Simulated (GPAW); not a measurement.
Crystal: In.

```xyz
1
Lattice="-1.6255 1.6255 2.4737 1.6255 -1.6255 2.4737 1.6255 1.6255 -2.4737" Properties=species:S:1:pos:R:3 pbc="T T T"
In    0.0000    0.0000    0.0000
```

Base run:

| Quantity | Value |
| --- | --- |
| Program | GPAW 26.7.0 |
| Functional | BLYP |
| Potentials or basis | PAW data sets generated in the run's folder for this functional |
| Cutoff | 500 eV |
| Basis | pw |
| k mesh | 9 × 9 × 9 |
| Occupations | fermi-dirac, width 0.05 eV |
| Spin | no spin polarisation |

Its results: band gap on the k mesh none (metal or under the smearing width); pressure 5.2 GPa.

The run is repeated on the same cell with these changes: functional from BLYP to PBE; potentials or basis from PAW data sets generated in the run's folder for this functional to GPAW PAW data sets (gpaw-data 1.2.1); cutoff from 500 eV to 450 eV. What comes out?

Band gap on the k mesh none (metal or under the smearing width); pressure -0.2 GPa.

Caveats: the cutoff is short for stress and forces, so pressures can be off by a GPa or more.
